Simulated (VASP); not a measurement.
# BN (P6_3/mmc) in VASP: single point with PBE

Aim: the single point of BN with PBE.

All numbers are computed with VASP 6.6.1; they aren't measurements. Logs are shortened: lines on timing, memory, paths and dates and some standing lists are left out, and cuts for length are marked.

## Step 1: The structure

The structure is hexagonal, space group P6_3/mmc (No. 194). Conventional cell: a = 2.498 Å, b = 2.498 Å, c = 6.636 Å, α = 90.00°, β = 90.00°, γ = 120.00°. Around N (site symmetry -6m2) lie 3 B at 1.44 Å. B (site symmetry -6m2) has 3 N at 1.44 Å as nearest neighbours.

## Step 2: Single point, PBE

INCAR reads:

```
SYSTEM = BN
ALGO = Fast ; EDIFF = 1E-6
ENCUT = 520 ; GGA = PE
ISIF = 2 ; ISMEAR = 0
LASPH = .True. ; LCHARG = .False.
LREAL = .False. ; LWAVE = .False.
NBANDS = 16 ; NELM = 60
PREC = Accurate ; SIGMA = 0.02
```

KPOINTS reads:

```
k-points
0
Gamma
  3 3 3
  0 0 0
```

POSCAR reads:

```
BN
1.0
    2.4982400000      0.0000000000      0.0000000000
   -1.2491200000      2.1635393048      0.0000000000
    0.0000000000      0.0000000000      6.6357000000
N B
2 2
Direct
    0.6666666667      0.3333333333      0.2500000000
    0.3333333333      0.6666666667      0.7500000000
    0.6666666667      0.3333333333      0.7500000000
    0.3333333333      0.6666666667      0.2500000000
```

Potentials or basis: VASP PAW PBE potentials, release 64 (N, B).

Run with:

```console
$ cat potpaw_PBE.64/N/POTCAR potpaw_PBE.64/B/POTCAR > POTCAR
$ mpirun -np 1 vasp_std > vasp.out
```

OUTCAR:

```text
SYSTEM = BN
   EDIFF = 1E-6
   ENCUT = 520
   GGA = PE
   ISIF = 2
   ISMEAR = 0
   LASPH = .True.
   LREAL = .False.
   NELM = 60
   PREC = Accurate

 ion  position               nearest neighbor table
   1  0.667  0.333  0.250-   4 1.44   4 1.44   4 1.44
   2  0.333  0.667  0.750-   3 1.44   3 1.44   3 1.44
   3  0.667  0.333  0.750-   2 1.44   2 1.44   2 1.44
   4  0.333  0.667  0.250-   1 1.44   1 1.44   1 1.44

  LATTYP: Found a hexagonal cell.
 ALAT       =     2.4982400000
 C/A-ratio  =     2.6561499296

  Lattice vectors:

 A1 = (   2.4982400000,   0.0000000000,   0.0000000000)
 A2 = (  -1.2491200000,   2.1635393048,   0.0000000000)
 A3 = (   0.0000000000,   0.0000000000,   6.6357000000)

Analysis of symmetry for initial positions (statically):
=====================================================================
 Subroutine PRICEL returns:
 Original cell was already a primitive cell.

 Routine SETGRP: Setting up the symmetry group for a
 hexagonal supercell.

 Subroutine GETGRP returns: Found 24 space group operations
 (whereof 12 operations were pure point group operations)
 out of a pool of 24 trial point group operations.

The static configuration has the point symmetry D_3d.
 The point group associated with its full space group is D_6h.

Analysis of symmetry for dynamics (positions and initial velocities):
=====================================================================
 Subroutine PRICEL returns:
 Original cell was already a primitive cell.

 Routine SETGRP: Setting up the symmetry group for a
 hexagonal supercell.

 Subroutine GETGRP returns: Found 24 space group operations
 (whereof 12 operations were pure point group operations)
 out of a pool of 24 trial point group operations.

The dynamic configuration has the point symmetry D_3d.
 The point group associated with its full space group is D_6h.

 Subroutine INISYM returns: Found 24 space group operations
 (whereof 12 operations are pure point group operations),
 and found     1 'primitive' translations

----------------------------------------------------------------------------------------

                                     Primitive cell

  volume of cell :      35.8662

  direct lattice vectors                    reciprocal lattice vectors
     2.498240000  0.000000000  0.000000000     0.400281798  0.231102804  0.000000000
    -1.249120000  2.163539305  0.000000000     0.000000000  0.462205608  0.000000000
     0.000000000  0.000000000  6.635700000     0.000000000  0.000000000  0.150700002

  length of vectors
     2.498240000  2.498240000  6.635700000     0.462205608  0.462205608  0.150700002

  position of ions in fractional coordinates (direct lattice)
     0.666666667  0.333333333  0.250000000
     0.333333333  0.666666667  0.750000000
     0.666666667  0.333333333  0.750000000
     0.333333333  0.666666667  0.250000000

  ion indices of the primitive-cell ions
   primitive index   ion index
                 1           1
                 2           2
                 3           3
                 4           4

----------------------------------------------------------------------------------------

 KPOINTS: k-points

Automatic generation of k-mesh.
 Grid dimensions read from file:
 generate k-points for:    3    3    3

 Generating k-lattice:

  Cartesian coordinates                     Fractional coordinates (reciprocal lattice)
     0.133427266  0.077034268  0.000000000     0.333333333 -0.000000000  0.000000000
     0.000000000  0.154068536  0.000000000     0.000000000  0.333333333  0.000000000
     0.000000000  0.000000000  0.050233334     0.000000000  0.000000000  0.333333333

  Length of vectors
     0.154068536  0.154068536  0.050233334

  Shift w.r.t. Gamma in fractional coordinates (k-lattice)
     0.000000000  0.000000000  0.000000000

 Subroutine IBZKPT returns following result:
 ===========================================

 Found      6 irreducible k-points:

 Following reciprocal coordinates:
            Coordinates               Weight
  0.000000  0.000000  0.000000      1.000000
  0.333333  0.000000  0.000000      6.000000
  0.333333  0.333333  0.000000      2.000000
  0.000000  0.000000  0.333333      2.000000
  0.333333  0.000000  0.333333     12.000000
  0.333333  0.333333  0.333333      4.000000
   k-points           NKPTS =      6   k-points in BZ     NKDIM =      6   number of bands    NBANDS=     16
   number of dos      NEDOS =    301   number of ions     NIONS =      4
   total plane-waves  NPLWV =  20000
   dimension x,y,z NGX =    20 NGY =   20 NGZ =   50
   dimension x,y,z NGXF=    40 NGYF=   40 NGZF=  100
   ions per type =               2   2
   NGX,Y,Z   is equivalent  to a cutoff of  13.31, 13.31, 12.53 a.u.
   NGXF,Y,Z  is equivalent  to a cutoff of  26.62, 26.62, 25.05 a.u.
 SYSTEM =  BN
   PREC   = accura    normal or accurate (medium, high low for compatibility)
   ISTART =      0    job   : 0-new  1-cont  2-samecut
   ICHARG =      2    charge: 1-file 2-atom 10-const
   ISPIN  =      1    spin polarized calculation?
   LNONCOLLINEAR =      F non collinear calculations
   LSORBIT =      F    spin-orbit coupling
   LASPH  =      T    aspherical Exc in radial PAW
   ENCUT  =  520.0 eV  38.22 Ry    6.18 a.u.   4.65  4.65 12.34*2*pi/ulx,y,z
   NELM   =     60;   NELMIN=  2; NELMDL= -5     # of ELM steps
   EDIFF  = 0.1E-05   stopping-criterion for ELM
   LREAL  =      F    real-space projection
   EDIFFG = 0.1E-04   stopping-criterion for IOM
   NSW    =      0    number of steps for IOM
   IBRION =     -1    ionic relax: 0-MD 1-quasi-New 2-CG
   NFREE  =      0    steps in history (QN), initial steepest desc. (CG)
   ISIF   =      2    stress and relaxation
   ISYM   =      2    0-nonsym 1-usesym 2-fastsym
   POTIM  = 0.5000    time-step for ionic-motion
   TEBEG  =    0.0;   TEEND  =   0.0 temperature during run
   PSTRESS=    0.0 pullay stress
   NELECT =      16.0000    total number of electrons
   NUPDOWN=      -1.0000    fix difference up-down
   EMIN   =  10.00;   EMAX   =-10.00  energy-range for DOS
   EFERMI =   0.00;   METHOD = LEGACY
   ISMEAR =     0;   SIGMA  =   0.02  broadening in eV -4-tet -1-fermi 0-gaus
   EFERMI_NEDOS =   21; number of points for ismear=-14 and -15
   IALGO  =     68    algorithm
   IMIX   =      4    mixing-type and parameters
     AMIX     =   0.40;   BMIX     =  1.00
     AMIX_MAG =   1.60;   BMIX_MAG =  1.00
  volume/ion in A,a.u.               =       8.97        60.51
  Fermi-wavevector in a.u.,A,eV,Ry     =   1.250891  2.363842 21.289433  1.564729
  Thomas-Fermi vector in A             =   2.384864
   LORBIT       =      0    0 simple, 1 ext, 2 COOP (PROOUT), +10 PAW based schemes
   GGA     = PE    functional components
   LHFCALC =     F    Hartree Fock is set to
   AEXX    =    0.0000 exact exchange contribution
   IVDW    =     0    specifies the selected vdW correction
   LEPSILON=     F    determine dielectric tensor
   LRPA    =     F    only Hartree local field effects (RPA)
 non-spin polarized calculation
 RMM-DIIS sequential band-by-band and
 Gauss-broadening in eV      SIGMA  =   0.02
  energy-cutoff  :      520.00
  volume of cell :       35.87
 maximum number of plane-waves:       985
 NGX is ok and might be reduce to    18
   NGX =  9   NGY =  9   NGZ = 25

 number of electron      15.9999997 magnetization

 Free energy of the ion-electron system (eV)
  ---------------------------------------------------
  ext. energy  EPLUGINS =         0.00000000
  ---------------------------------------------------
  free energy    TOTEN  =       -34.95042858 eV

  energy without entropy =      -34.95042858  energy(sigma->0) =      -34.95042858

 E-fermi :   2.4288     XC(G=0): -10.0892

 val. band max:        2.3262146841   @ k =   0.3333   0.3333   0.3333
 cond. band min:       7.0251949049   @ k =   0.3333   0.3333   0.3333
 fundamental gap:      4.6989802207
 Fermi energy:         2.4288454181

 k-point     1 :       0.0000    0.0000    0.0000
  band No.  band energies     occupation
      1     -15.5006      2.00000
      2     -15.2036      2.00000
      3      -3.9285      2.00000
      4      -1.7900      2.00000
      5       1.0294      2.00000
      6       1.0294      2.00000
[... 8 lines left out ...]
     15      14.6865      0.00000
     16      15.4484      0.00000

 k-point     2 :       0.3333    0.0000    0.0000
  band No.  band energies     occupation
      1     -13.4993      2.00000
      2     -13.2864      2.00000
      3      -4.5697      2.00000
      4      -4.4879      2.00000
      5      -1.2490      2.00000
      6      -1.1875      2.00000
[... 8 lines left out ...]
     15      18.1428      0.00000
     16      21.0963      0.00000

 k-point     3 :       0.3333    0.3333    0.0000
  band No.  band energies     occupation
      1     -11.6454      2.00000
      2     -11.6454      2.00000
      3      -5.6740      2.00000
      4      -5.5125      2.00000
      5      -4.8153      2.00000
      6      -4.8153      2.00000
[... 8 lines left out ...]
     15      20.3243      0.00000
     16      20.5610      0.00000

 k-point     4 :       0.0000    0.0000    0.3333
  band No.  band energies     occupation
      1     -15.4298      2.00000
      2     -15.2815      2.00000
      3      -3.4764      2.00000
      4      -2.4295      2.00000
      5       1.0387      2.00000
      6       1.0387      2.00000
[... 8 lines left out ...]
     15      15.0442      0.00000
     16      15.3485      0.00000

 k-point     5 :       0.3333    0.0000    0.3333
  band No.  band energies     occupation
      1     -13.4477      2.00000
      2     -13.3414      2.00000
      3      -4.5546      2.00000
      4      -4.5132      2.00000
      5      -1.2338      2.00000
      6      -1.2030      2.00000
[... 8 lines left out ...]
     15      19.5868      0.00000
     16      21.0321      0.00000

 k-point     6 :       0.3333    0.3333    0.3333
  band No.  band energies     occupation
      1     -11.6450      2.00000
      2     -11.6450      2.00000
      3      -5.6344      2.00000
      4      -5.5537      2.00000
      5      -4.8206      2.00000
      6      -4.8206      2.00000
[... 8 lines left out ...]
     15      19.7518      0.00000
     16      20.2016      0.00000

------------------------ aborting loop because EDIFF is reached ----------------------------------------

  FORCE on cell =-STRESS in cart. coord.  units (eV):
  Direction    XX          YY          ZZ          XY          YZ          ZX
  --------------------------------------------------------------------------------------
  -------------------------------------------------------------------------------------
  Total        1.3584928      1.3584928      0.5739069      0.0000000     -0.0000000     -0.0000000
  in kB       60.6851227     60.6851227     25.6369483      0.0000000     -0.0000000     -0.0000000
  external PRESSURE =      49.0023979 kB  Pullay stress =       0.0000000 kB

 VOLUME and BASIS-vectors are now :
 -----------------------------------------------------------------------------
  energy-cutoff  :      520.00
  volume of cell :       35.87
      direct lattice vectors                 reciprocal lattice vectors
     2.498240000  0.000000000  0.000000000     0.400281798  0.231102804  0.000000000
    -1.249120000  2.163539305  0.000000000     0.000000000  0.462205608  0.000000000
     0.000000000  0.000000000  6.635700000     0.000000000  0.000000000  0.150700002

 POSITION                                       TOTAL-FORCE (eV/Angst)
 -----------------------------------------------------------------------------------
      1.24912      0.72118      1.65892         0.000000     -0.000000      0.000000
     -0.00000      1.44236      4.97677         0.000000      0.000000      0.000000
      1.24912      0.72118      4.97677        -0.000000      0.000000      0.000000
     -0.00000      1.44236      1.65892        -0.000000     -0.000000      0.000000
 -----------------------------------------------------------------------------------
    total drift:                                0.000000     -0.000000      0.000000

  FREE ENERGIE OF THE ION-ELECTRON SYSTEM (eV)
  ---------------------------------------------------
  free  energy   TOTEN  =       -34.9504285828 eV

  energy  without entropy=      -34.9504285828  energy(sigma->0) =      -34.95042858
```

Wall time 4.5 s (1 thread of Intel Xeon 6975P-C (Granite Rapids), shared host); peak memory 0.14 GiB.

Results:

* Free energy: -34.9504 eV
* Pressure: 4.9 GPa
* Band gap on the k mesh: 4.70 eV, direct

Caveat: the k mesh is coarse (spacing up to 0.97 Å⁻¹), so the values aren't converged; an odd mesh through Γ misses points on the zone boundary, where band edges often lie; this functional lacks dispersion, which binds the layers, so the pressure and a relaxed spacing across them are unreliable. A hybrid or GW would open this gap; PBE tends to underestimate it.
